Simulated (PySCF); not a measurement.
Compound: norbornene, C₇H₁₀.
Atom-mapped SMILES: `[CH:1]1=[CH:2][C@H:3]2[CH2:4][CH2:5][C@@H:6]1[CH2:7]2`

Structure used (GFN2-xTB), in Å, numbered top down from 1:
```
atom  x, y, z in Å
C1     1.438    0.430   -0.570
C2     0.781    1.402    0.049
C3    -0.346    0.766    0.821
C4    -1.360    0.288   -0.246
C5    -0.597   -0.841   -0.963
C6     0.759   -0.869   -0.218
C7     0.303   -0.565    1.213
H8     2.258    0.513   -1.259
H9     0.941    2.463   -0.019
H10   -0.781    1.366    1.616
H11   -1.638    1.097   -0.921
H12   -2.265   -0.085    0.233
H13   -1.108   -1.797   -0.854
H14   -0.463   -0.643   -2.026
H15    1.341   -1.774   -0.379
H16    1.134   -0.445    1.906
H17   -0.403   -1.294    1.608
```

Probes without a nucleus sit at each ring's centroid and 1 Å off its mean plane on both sides; NICS is minus the shielding there, NICSzz its component along the normal. Level: GIAO PBE0/pcSseg-1 (PySCF, non-relativistic, gas phase) on the GFN2-xTB geometry, one conformer.

Ring bond lengths (Å), with Mayer bond orders in brackets: C1–C2 1.326 (1.84), C2–C3 1.507 (0.98), C3–C7 1.532 (0.96), C7–C6 1.532 (0.96), C6–C1 1.507 (0.98); C3–C4 1.547 (0.98), C4–C5 1.540 (1.02), C5–C6 1.547 (0.98), C6–C7 1.532 (0.96), C7–C3 1.532 (0.96).

Problem. What do the NICS probes read (ppm)?

Solution. 
```tsv
ring	type	NICS(0)	NICS(1), two faces	NICS(1)zz, two faces	rms pucker (Å)	centre to ring atoms, mean (Å)
C1–C2–C3–C7–C6	5-membered carbocycle; formal bonds 1 double, 4 single	-6.8	-9.6 / -6.1	-12.2 / -7.5	0.24	1.22
C3–C4–C5–C6–C7	5-membered carbocycle; formal bonds all single	-8.7	-9.1 / -4.5	-16.7 / -5.6	0.27	1.26
```

Problem. What can be read from them?

Solution. 
- C1–C2–C3–C7–C6: mean NICS(1)zz -9.9 ppm, shielded. C3, C6, C7 have four or more neighbours; no verdict on aromaticity is drawn. The two faces differ by 4.7 ppm, so no symmetry operation interchanges them.
- C3–C4–C5–C6–C7: mean NICS(1)zz -11.1 ppm, shielded. C3, C4, C5, C6, C7 have four or more neighbours; no verdict on aromaticity is drawn. The two faces differ by 11.1 ppm, so no symmetry operation interchanges them.

Problem. At the first NICS(1) probe listed for ring C1–C2–C3–C7–C6, 1 Å off the ring, what do the in-plane components average?

Solution. The isotropic value is a third of the trace: (3 × -9.6 − (-12.2))/2 = -8.3 ppm.
